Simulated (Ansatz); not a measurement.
Structure: an ordered 4-atom cell of ZnSnN2 on the rocksalt lattice (R-3m), at its r2SCAN minimum. It is trigonal, R-3m (No. 166); a = 3.167 Å, c = 15.449 Å in the conventional setting, 11.19 Å³ an atom. Around Zn lie 6 N at 2.27 Å; around Sn lie 6 N at 2.21 Å; around N lie 3 Sn at 2.21 Å and 3 Zn at 2.27 Å.

5 runs of the plane-wave code Ansatz on this cell differ in the functional (and in the settings that go with it). Levels are in eV from each run's valence top; v1 is the last filled band, c1 the first empty one.

Run A, mean stress -5.6 GPa (compression positive):
```tsv
point	v2	v1	c1	c2
Γ	-0.19	-0.19	0.75	3.42
T	-0.60	-0.60	3.13	3.79
H₂	-1.55	-1.48	3.84	4.32
```

Run B, mean stress 0.0 GPa (compression positive):
```tsv
point	v2	v1	c1	c2
Γ	-0.19	-0.19	1.19	4.04
T	-0.61	-0.61	3.67	4.36
H₂	-1.53	-1.47	4.54	5.12
```

Run C, mean stress +6.5 GPa (compression positive):
```tsv
point	v2	v1	c1	c2
Γ	-0.19	-0.19	0.74	3.46
T	-0.60	-0.60	3.17	3.81
H₂	-1.51	-1.46	4.00	4.51
```

Run D, mean stress -2.5 GPa (compression positive):
```tsv
point	v2	v1	c1	c2
Γ	-0.15	-0.15	9.40	12.03
T	-0.40	-0.40	12.06	12.64
H₂	-1.87	-1.73	13.07	14.04
```

Run E, mean stress -2.2 GPa (compression positive):
```tsv
point	v2	v1	c1	c2
Γ	-0.19	-0.19	1.86	4.72
T	-0.58	-0.58	4.39	5.08
H₂	-1.58	-1.51	5.30	5.93
```

Q: Match the runs to LDA, PBE, r2SCAN, r2SCANh, Hartree-Fock.

A: A is LDA, B is r2SCAN, C is PBE, D is Hartree-Fock, E is r2SCANh. In order of the gap: LDA 0.60, PBE 0.74, r2SCAN 1.19, r2SCANh 1.86, Hartree-Fock 9.40 eV. The stress vanishes for r2SCAN, which relaxed the cell.

The cell comes from a prototype generator: it can be a known phase or a hypothetical one. Spin polarisation is off.

No spin-orbit coupling is included; it can move band edges with weight on the heavy atoms by tenths of an eV.

The program warns that its thresholds are loose for a hybrid's stress.
